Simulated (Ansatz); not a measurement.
# Sm (fcc)

The computed numbers are results of PBE with spin–orbit coupling (two-component spinors) in the plane-wave PAW code Ansatz at 420 eV, Γ-centred 14×14×14 mesh, 0.05 eV Gaussian smearing; PAW files: Ansatz's generated set soft_2.

```
Sm
1.0
     0.00000    2.67982    2.67982
     2.67982    0.00000    2.67982
     2.67982    2.67982    0.00000
Sm
1
Direct
  0.00000 0.00000 0.00000
```

At room temperature and ambient pressure Sm takes another structure.

Magnetic state: ferromagnetic, site spin moments Sm 5.46 μB, along [001] (Cartesian), which lowers the symmetry.

Which orbitals carry the states at the Fermi level, and how many states are there?

Within 0.1 eV of it: Sm 4f 89 %, Sm 5d 9 % (shares among the projected shells). The Fermi level sits on a steep edge: the density of states is 8.5, 12.4 and 4.3 states/eV per cell at −0.1, 0 and +0.1 eV.

Density of states (tetrahedra, averaged over 0.4 eV; states/eV per cell of 1 atom; energy in eV from the Fermi level; projections on Löwdin-orthogonalised atomic orbitals, summed over sites):

```tsv
E	total	Sm 5d	Sm 4f j=7/2	Sm 4f j=5/2	Sm 6s	Sm 5p
-4.45	0.0	0.0	0.0	0.0	0.0	0.0
-4.05	0.0	0.0	0.0	0.0	0.0	0.0
-3.65	0.1	0.0	0.0	0.0	0.1	0.0
-3.25	0.1	0.0	0.0	0.0	0.1	0.0
-2.85	0.2	0.0	0.0	0.0	0.1	0.0
-2.45	0.2	0.1	0.0	0.0	0.2	0.0
-2.05	0.4	0.1	0.0	0.0	0.2	0.0
-1.65	0.7	0.4	0.0	0.0	0.2	0.0
-1.25	0.8	0.5	0.0	0.0	0.2	0.0
-0.85	1.2	0.7	0.1	0.2	0.2	0.0
-0.45	10.6	1.3	3.4	5.6	0.2	0.0
-0.05	8.1	0.9	5.0	2.0	0.1	0.0
0.35	1.8	1.0	0.5	0.2	0.1	0.0
0.75	1.9	1.5	0.1	0.1	0.1	0.0
1.15	1.9	1.6	0.1	0.1	0.1	0.0
1.55	1.7	1.3	0.1	0.0	0.1	0.0
1.95	2.0	1.6	0.1	0.1	0.1	0.0
2.35	1.3	1.0	0.1	0.1	0.1	0.0
2.75	1.2	1.0	0.1	0.1	0.0	0.0
3.15	3.5	1.6	0.7	1.1	0.1	0.0
3.55	9.8	1.1	4.8	3.8	0.1	0.0
3.95	6.2	0.8	4.1	1.2	0.1	0.0
4.35	1.6	0.9	0.5	0.2	0.0	0.0
4.75	1.5	1.1	0.2	0.1	0.0	0.0
5.15	1.4	1.2	0.1	0.0	0.1	0.0
5.55	1.3	1.1	0.0	0.0	0.1	0.0
5.95	1.3	0.8	0.0	0.0	0.2	0.0
```

Of the 5.76 f electrons on Sm, 2.94 have j = 5/2 and 2.81 have j = 7/2, a share of 51 % in j = 5/2. Without spin–orbit coupling the share would be 6/14 = 43 %, in the jj limit 100 %, so the shell stands 15 % of the way to jj coupling; exchange, which aligns spins across both levels, holds it back.

Site moments are of spin, integrated over Gaussian weights of 0.5 Å, which gives about a tenth less on f atoms than spheres do. Real Sm metal is trivalent (4f⁵); functionals without U can leave it nearly divalent and too large. No antiparallel order was tried.

The open shells may stand above their lowest state, and forces and pressures are less sure for it.

On the Sm 4f shell the spin moment is 5.71 μB and the orbital moment 1.43 μB, opposed to it, 4.28 μB net (projected on atomic orbitals, along the moments' axis).
